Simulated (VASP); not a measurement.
Here is a VASP 6.6.1 calculation.

Contents of INCAR:

```
SYSTEM = SrO
PREC     = Accurate       ! precision mode
ENCUT    = 520            ! plane-wave cutoff, eV
EDIFF    = 1E-6           ! SCF threshold, eV
ISMEAR   = 0              ! smearing method
SIGMA    = 0.05           ! smearing width, eV
LREAL    = .False.        ! projectors in reciprocal space
LASPH    = .True.         ! aspherical terms in the spheres
NELM     = 100            ! most SCF steps
ALGO     = Fast           ! electronic algorithm
ISIF     = 2              ! what is computed and relaxed
LWAVE    = .False.        ! write WAVECAR
LCHARG   = .False.        ! write CHGCAR
GGA      = CA             ! functional
NBANDS   = 24             ! bands
```

KPOINTS

```
Automatic mesh
0
Gamma
  9 9 6
  0 0 0
```

Contents of POSCAR:

```
SrO
1.0
    4.3959648212      0.0000000000      0.0000000000
   -2.1979824106      3.8070172093      0.0000000000
    0.0000000000      0.0000000000      4.8768269416
Sr O
2 2
Direct
    0.3333333333      0.6666666667      0.9381277000
    0.6666666667      0.3333333333      0.4381277000
    0.3333333333      0.6666666667      0.4368723000
    0.6666666667      0.3333333333      0.9368723000
```

Potentials or basis: VASP PAW LDA potentials, release 64 (Sr_sv, O).

The run is started by

```console
$ cat potpaw_LDA.64/Sr_sv/POTCAR potpaw_LDA.64/O/POTCAR > POTCAR
$ mpirun -np 1 vasp_std > vasp.out
```

Question: What does it give for the largest force?

Answer: 0.033 eV/Å.

Question: What does it give for the band gap on the k mesh?

Answer: 2.08 eV, direct.

Question: Estimate the pressure.

Answer: -2.2 GPa.

Forces in eV/Å, atoms in the order of the input:
```
Sr   0.000  0.000 -0.033
Sr   0.000  0.000 -0.033
O    0.000  0.000  0.033
O    0.000  0.000  0.033
```

Caveat: an odd mesh through Γ misses points on the zone boundary, where band edges often lie.
